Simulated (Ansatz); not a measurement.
HgTe: energy along a strain

HgTe, Cmcm, a = 5.933 Å, b = 6.957 Å, c = 5.878 Å. This isn't the usual stable structure of the compound. Ansatz: PBE, PAW, 420 eV, Γ-centred 10×10×8 mesh on 4 atoms, Gaussian smearing 0.15 eV; no spin polarisation. Cell vectors (Å): 2.966 -3.478 0.000; 2.966 3.478 0.000; 0.000 0.000 5.878. The cell is strained by x per cent times the pattern (1 -1 0 0 0 0) in the order xx yy zz yz xz xy (engineering shears), with fractional coordinates held. y is the free energy over the start, V0 = 30.327 Å³/atom. Points with a strain past 8.5 % were computed too (3) and aren't used here.

```tsv
x (%)	y (meV/atom)
-7.50	?
-5.00	27.30
-2.50	6.39
0.00	0.00
2.50	4.96
5.00	19.04
7.50	40.69
```

Question: Fit y = c2 x² + c3 x³ to the other rows, get the stiffness along the pattern, and predict the missing energy.

Answer: Least squares on the rows shown. y = 0.93814 x² − 0.029331 x³. The clamped-ion stiffness p·C·p = 2 × 9.381 eV × 160.2 / 30.327 Å³ = 99 GPa. With a term in x⁴ added, the coefficient of x² becomes 0.8920, 5 % less, which shows how far this figure hangs on the form. At x = -7.50 the fit asked for gives 65.14 meV/atom. The run gave 66.86 meV/atom, so the fit is 1.72 meV/atom too low, 2.6 % of the span of the series, against an rms of 0.42 meV/atom on the fitted rows. The row lies outside the fitted range. With a term in x⁴ added, a fit to the same known rows predicts 68.66 meV/atom, which misses by about as much or more on the other side: the known rows don't fix the higher terms.

Spin–orbit coupling is left out, which can shift energies with elements as heavy as these.